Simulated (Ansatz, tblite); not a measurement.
# SiS₂ with GFN1-xTB from a Python script

These are simulated results from tblite 0.8.0, not measurements. The cell began as a measured structure and was relaxed with r2SCAN+rVV10 in plane waves (Ansatz 0.2.0). All runs are without spin polarisation.

Space group Ibam (No. 72), orthorhombic; a = 5.487 Å, b = 9.636 Å, c = 5.523 Å in the conventional setting, 24.34 Å³ an atom. Si has 4 S at 2.13 Å; S has 2 Si at 2.13 Å.

tblite solves periodic systems at the zone centre alone, so the script builds a cluster of 2×1×2 conventional cells (48 atoms), which folds in a coarse mesh of k points.

run.py reads:

```python
import json
from ase import Atoms
from ase.build import make_supercell
from ase.units import Bohr, GPa, Hartree
from tblite.interface import Calculator

atoms = Atoms(['Si', 'Si', 'S', 'S', 'S', 'S'],
              cell=[[-2.74339107, 4.81806769, 2.76165106], [2.74339107, -4.81806769, 2.76165106], [2.74339107, 4.81806769, -2.76165106]],
              scaled_positions=[[0.75, 0.75, 0.0], [0.25, 0.25, 0.0], [0.117777553, 0.21221628, 0.329993834], [0.882222447, 0.78778372, 0.670006166], [0.617777553, 0.28778372, 0.905561273], [0.382222447, 0.71221628, 0.094438727]],
              pbc=True)
cluster = make_supercell(atoms, [[0, 2, 2], [1, 0, 1], [2, 2, 0]])
calc = Calculator('GFN1-xTB', cluster.numbers, cluster.positions / Bohr, lattice=cluster.cell[:] / Bohr, periodic=cluster.pbc)
calc.set('temperature', 0.02 / Hartree)
calc.set('max-iter', 150)
res = calc.singlepoint()
levels = res.get('orbital-energies') * Hartree
nv = round(res.get('orbital-occupations').sum() / 2)
cells = len(cluster) // len(atoms)
out = {'energy_per_cell': res.get('energy') * Hartree / cells, 'homo': levels[nv - 1], 'lumo': levels[nv],
       'stress': (-res.get('virial') * Hartree / cluster.get_volume() / GPa).tolist(), 'charges': res.get('charges')[:len(atoms)].tolist(), 'electrons': 2 * nv / cells}
json.dump(out, open('results.json', 'w'))
for key, value in out.items():
    print(key, value)
```

Command: `python run.py`. It took 3.4 s on 1 thread of Intel(R) Xeon(R) Platinum 8488C (Sapphire Rapids), with other jobs on the host, peak memory 0.12 GiB.

The log:

```
------------------------------------------------------------
  cycle        total energy    energy error   density error
------------------------------------------------------------
      1     -148.6314828882  -1.4907121E+02   5.9501723E-01
      2     -149.4714370903  -8.3995420E-01   3.6253726E-01
      3     -150.0842113933  -6.1277430E-01   2.4281324E-01
      4     -150.5489055915  -4.6469420E-01   3.3411368E-02
      5     -150.5620157310  -1.3110139E-02   5.6604389E-03
      6     -150.5624651361  -4.4940510E-04   1.1928799E-04
      7     -150.5624645154   6.2063765E-07   2.1450056E-04
      8     -150.5624652723  -7.5684682E-07   3.4862284E-05
      9     -150.5624652968  -2.4518414E-08   1.0528459E-06
------------------------------------------------------------

 total:                                   2.634 sec
energy_per_cell -512.1266704964963
homo -12.738053447970284
lumo -7.203257414940005
stress [[0.5772260450787199, 4.716855518031482e-06, 1.8775534502089719e-06], [4.7168555184005326e-06, 0.5016532816404327, 2.105184384036185e-06], [1.877553450235665e-06, 2.1051843842081265e-06, 1.226483805855543]]
charges [0.23725816548682754, 0.23728215793541907, -0.11863919889117988, -0.11863130546726747, -0.1186307068825992, -0.1186389022972554]
electrons 32.0
```

The cycle table is in hartree for the whole cluster, and the lines after it are in eV (the energy for one cell). The printed stress is in GPa and positive in compression, and the pressure is its mean diagonal.

GFN1-xTB gives a gap of 5.53 eV. On the same cell, plane-wave PBE (Ansatz, 6×6×6 k points and the special points) gives a gap of 2.73 eV and r2SCAN a gap of 3.12 eV; on shared hosts these took about 9.5 and 21 core-seconds on the 6-atom cell, against 3.4 for the script. Semilocal gaps usually lie below measured ones. xTB was fitted to molecules, so gaps, charges and pressures of solids can be far off, and the gap also depends on the size of the cluster.

The same script was run on cells scaled at fixed shape and fractional coordinates:

| volume (Å³/atom) | energy (meV/atom) | pressure (GPa, positive in compression) | gap (eV) |
| --- | --- | --- | --- |
| 21.42 | 141.3 | 16.57 | 5.83 |
| 22.88 | 35.1 | 7.30 | 5.70 |
| 24.34 | 0.0 | 0.77 | 5.53 |
| 25.80 | 15.3 | -3.86 | 5.36 |
| 27.26 | 66.3 | -7.17 | 5.07 |

A Birch-Murnaghan fit puts the minimum at 24.55 Å³/atom, 0.9 % above the given cell, with a bulk modulus of 87.6 GPa at fixed shape.

xTB was fitted mostly to molecules, and a small cluster samples few k points, so gaps, pressures and kinks along a curve can be far from a solid's.
